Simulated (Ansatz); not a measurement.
# Ti3Al: the cost of one run

Computed with Ansatz 0.2.0 (DFT PBE, scalar-relativistic, plane waves, PAW, unless a step's input says otherwise).

## 1. The starting structure

The structure is cubic, space group Fm-3m (No. 225). The conventional cell has a = 6.464 Å, b = 6.464 Å, c = 6.464 Å, α = 90.00°, β = 90.00°, γ = 90.00°. Ti (site symmetry -43m) is surrounded by 4 Ti at 2.80 Å and 4 Al at 2.80 Å. Ti (site symmetry m-3m) is surrounded by 8 Ti at 2.80 Å. Al (site symmetry m-3m) has 8 Ti at 2.80 Å as nearest neighbours.

As a file:

```cif
data_structure
_symmetry_space_group_name_H-M 'Fm-3m'
_symmetry_Int_Tables_number 225
_cell_length_a 6.4636
_cell_length_b 6.4636
_cell_length_c 6.4636
_cell_angle_alpha 90.000
_cell_angle_beta 90.000
_cell_angle_gamma 90.000
_cell_volume 270.03
loop_
_atom_site_label
_atom_site_type_symbol
_atom_site_symmetry_multiplicity
_atom_site_Wyckoff_symbol
_atom_site_fract_x
_atom_site_fract_y
_atom_site_fract_z
_atom_site_occupancy
Ti1 Ti 8 c 0.25000 0.25000 0.75000 1
Ti2 Ti 4 a 0.00000 0.00000 0.00000 1
Al1 Al 4 b 0.50000 0.00000 0.00000 1
```

The structure comes from the Materials Project (structure only).

## 2. Self-consistent density

Contents of input.yaml:

```yaml
crystal:
  lattice:
    - [0.0, 3.231781, 3.231781]
    - [3.231781, 0.0, 3.231781]
    - [3.231781, 3.231781, 0.0]
  atoms:
    - { symbol: Ti, position: [0.75, 0.75, 0.75], spin: 1.0 }
    - { symbol: Ti, position: [0.25, 0.25, 0.25], spin: 1.0 }
    - { symbol: Ti, position: [0.0, 0.0, 0.0], spin: 1.0 }
    - { symbol: Al, position: [0.5, 0.5, 0.5] }
magnetization:
  spin_polarized: true
basis:
  ecutwfc: 420
  fft_grid_basis: typed
kpoints:
  mp_grid: { grid: [10, 10, 10] }
hamiltonian:
  xc: pbe
scf:
  occupations: { method: gaussian, width: 0.05 }
output:
  forces: true
  stress: true
  eigenvalues: true
  bader: true
  write_density: true
  volumetric_format: npy
  populations: true
  elf: true
```

The run is started by

```
ansatz run input.yaml --threads 2 --pin off --max-ram 5120MiB --backend cpu --events-out ev --progress --plain --runs-dir out
```

**Question.** How long does this run take on 2 threads of Intel Xeon Platinum 8488C (Sapphire Rapids), shared host, and how much memory does it need?

About 20 s, with a peak of 0.54 GiB.
